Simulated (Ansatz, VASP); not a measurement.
**CoO: VASP beside Ansatz**

File INCAR:

```
SYSTEM = CoO
ALGO = Normal
EDIFF = 1E-6
ENCUT = 520
GGA = PS
ISIF = 2
ISMEAR = -1
ISPIN = 2
LASPH = .True.
LCHARG = .False.
LMAXMIX = 4
LORBIT = 11
LREAL = .False.
LWAVE = .False.
MAGMOM = 2 0
NBANDS = 18
NELM = 150
PREC = Accurate
SIGMA = 0.05
```

Contents of KPOINTS:

```
k-points
0
Gamma
  10 10 10
  0 0 0
```

The input POSCAR:

```
CoO
1.0
    1.6022198417      0.9250420569      2.5664708903
   -1.6022198417      0.9250420569      2.5664708903
    0.0000000000     -1.8500841138      2.5664708903
Co O
1 1
Direct
    1.0127190000      1.0022420000      0.9822360000
    0.7468560000      0.7664350000      0.7403880000
```

File input.yaml:

```yaml
crystal:
  lattice:
    - [1.6022198417, 0.9250420569, 2.5664708903]
    - [-1.6022198417, 0.9250420569, 2.5664708903]
    - [0.0, -1.8500841138, 2.5664708903]
  atoms:
    - { symbol: Co, position: [1.012719, 1.002242, 0.982236], spin: 2.0 }
    - { symbol: O, position: [0.746856, 0.766435, 0.740388] }
kpoints:
  mp_grid: { grid: [10, 10, 10] }
scf:
  occupations: { method: fermi_dirac, width: 0.05 }
hamiltonian:
  xc: pbesol
  pseudopotentials: { kind: all_electron, lapw: { basis_error: 0.001 } }
magnetization:
  spin_polarized: true
output:
  forces: true
  stress: true
  eigenvalues: true
  populations: true
```

Change from the starting cell: atoms moved at random, drawn with an rms of 0.05 Å.

Alike in both runs: task single point; functional PBEsol; k mesh 10 × 10 × 10; occupations fermi-dirac, width 0.05 eV; collinear spin.

|  | VASP | Ansatz |
| --- | --- | --- |
| version | VASP 6.6.1 | Ansatz 0.2.0 |
| potentials or method | VASP PAW PBE potentials, release 64 (Co, O) | all-electron LAPW, scalar-relativistic |
| plane-wave cutoff (eV) | 520 | see its input |

```csv
,VASP,Ansatz,Ansatz less VASP
gap on the k mesh at the Fermi level (eV),none,none,-
pressure (GPa),-8.1,-7.8,+0.33
largest component of the traceless stress (GPa),3.09,3.08,-0.013
rms of the force components (eV/Å),0.153,0.150,-0.0033
net moment per atom (μB),1.38,1.39,+0.012
size of the moment on the site where the two differ most (μB),2.37,2.36,-0.013
```

Site moments also hang on the region over which each program counts them. Atom by atom the forces differ by 0.004 eV/Å (rms over components). A gap of «none» marks a metal or a gap that the smearing closes. Ansatz ran all-electron here, so the differences hold the error of VASP's frozen core and of both bases.

Caveats: a cell with one magnetic atom can't hold antiferromagnetic order, which such compounds often take; semilocal functionals often make such compounds metallic where correlation or magnetic order opens a gap, which also shifts bond lengths; the PAW data sets were made with another functional, which shifts forces and pressure a little (VASP).
